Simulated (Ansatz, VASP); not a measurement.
**Rb: VASP beside Ansatz**

Contents of INCAR:

```
SYSTEM = Rb
PREC = Accurate
ENCUT = 520
EDIFF = 1E-6
ISMEAR = -1
SIGMA = 0.08
LREAL = .FALSE.
LASPH = .TRUE.
NELM = 100
ALGO = Normal
ISIF = 2
LWAVE = .FALSE.
LCHARG = .TRUE.
GGA = PE
LELF = .TRUE.
LVHAR = .TRUE.
NBANDS = 10
```

The input KPOINTS:

```
Automatic mesh
0
G
  10 10 10
  0 0 0
```

POSCAR

```
Rb
1.0
    4.6246685459     -0.0693700282      0.0000000000
   -0.0693700282      4.6246685459      0.0000000000
    0.0000000000      0.0000000000      4.6246685459
Rb
1
Direct
    0.0000000000      0.0000000000      0.0000000000
```

Input for Ansatz:

```yaml
crystal:
  lattice:
    - [4.6246685459, -0.0693700282, 0.0]
    - [-0.0693700282, 4.6246685459, 0.0]
    - [0.0, 0.0, 4.6246685459]
  atoms:
    - { symbol: Rb, position: [0.0, 0.0, 0.0] }
kpoints:
  mp_grid: { grid: [10, 10, 10] }
scf:
  occupations: { method: fermi_dirac, width: 0.08 }
hamiltonian:
  xc: pbe
  pseudopotentials: { kind: all_electron, lapw: { basis_error: 0.0005 } }
output:
  forces: true
  stress: true
  eigenvalues: true
```

Change from the starting cell: xy shear strain of -3 %.

Alike in both runs: task single point; functional PBE; k mesh 10 × 10 × 10; occupations fermi-dirac, width 0.08 eV; no spin polarisation.

|  | VASP | Ansatz |
| --- | --- | --- |
| version | VASP 6.6.1 | Ansatz 0.2.0 |
| potentials or method | VASP PAW PBE potentials, release 64 (Rb_sv) | all-electron LAPW, scalar-relativistic |
| plane-wave cutoff (eV) | 520 | see its input |

```tsv
	VASP	Ansatz	Ansatz less VASP
pressure (GPa)	0.0	0.0	0.00
```

Ansatz ran all-electron here, so the differences hold the error of VASP's frozen core and of both bases.
